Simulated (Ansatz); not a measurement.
# NaF under strains and displacements

Level of theory: Ansatz 0.2.0, DFT PBEsol, scalar-relativistic, plane waves, PAW.

Settings: cutoff 420 eV, Γ-centred mesh 8×8×8 on the computed 2-atom cell, Gaussian smearing of 0.02 eV; no spin polarisation.

Reference cell:

```
Na F
1.0
     0.00000    2.32330    2.32330
     2.32330    0.00000    2.32330
     2.32330    2.32330    0.00000
Na F
1 1
Direct
  0.00000 0.00000 0.00000
  0.50000 0.50000 0.50000
```

Each variant moves atoms of this cell by the vectors given, if any (Å), and then applies a symmetric strain (tensor components, Cartesian axes). The reference cell isn't relaxed at this level. Energies are per atom at zero smearing, counted from the lowest variant. Pressure is positive in compression.

1. no strain; moves: F2 (0.034, -0.014, -0.026)
2. strain (xx yy zz yz xz xy, %) 4.15 4.15 4.15 0.00 0.00 0.00
3. strain (xx yy zz yz xz xy, %) -2.94 -2.94 -2.94 0.00 0.00 0.00
4. strain (xx yy zz yz xz xy, %) -0.68 -0.68 -0.68 0.00 0.00 0.00
5. strain (xx yy zz yz xz xy, %) 1.55 1.55 1.55 0.00 0.00 0.00
6. strain (xx yy zz yz xz xy, %) 1.02 0.37 0.17 0.29 0.01 0.03; moves: Na1 (-0.017, 0.023, 0.053); F2 (0.017, -0.023, -0.053)
7. strain (xx yy zz yz xz xy, %) -6.68 -0.81 -3.95 -0.39 -0.12 2.68; moves: Na1 (-0.120, -0.081, -0.038); F2 (0.120, 0.081, 0.038)
8. no strain; moves: Na1 (-0.079, 0.030, 0.030)

```tsv
result	ΔE (meV/atom)	P (GPa)	largest force (eV/Å)	gap on mesh (eV)
A	4.4	-0.31	0.19	6.14
B	29.7	-4.77	0.00	5.56
C	0.0	0.45	0.00	6.25
D	1.2	-0.48	0.09	6.14
E	12.2	4.55	0.00	6.63
F	134.2	11.74	1.58	6.69
G	8.8	-0.81	0.25	6.06
H	5.8	-2.44	0.00	5.91
```

(1) Which variant gave which result?

## Answers

(1) A is 8, B is 2, C is 4, D is 1, E is 3, F is 7, G is 6, H is 5. The pressure falls as the cell grows: from the smallest volume to the largest the variants are 7, 3, 4, 8, 1, 6, 5, 2.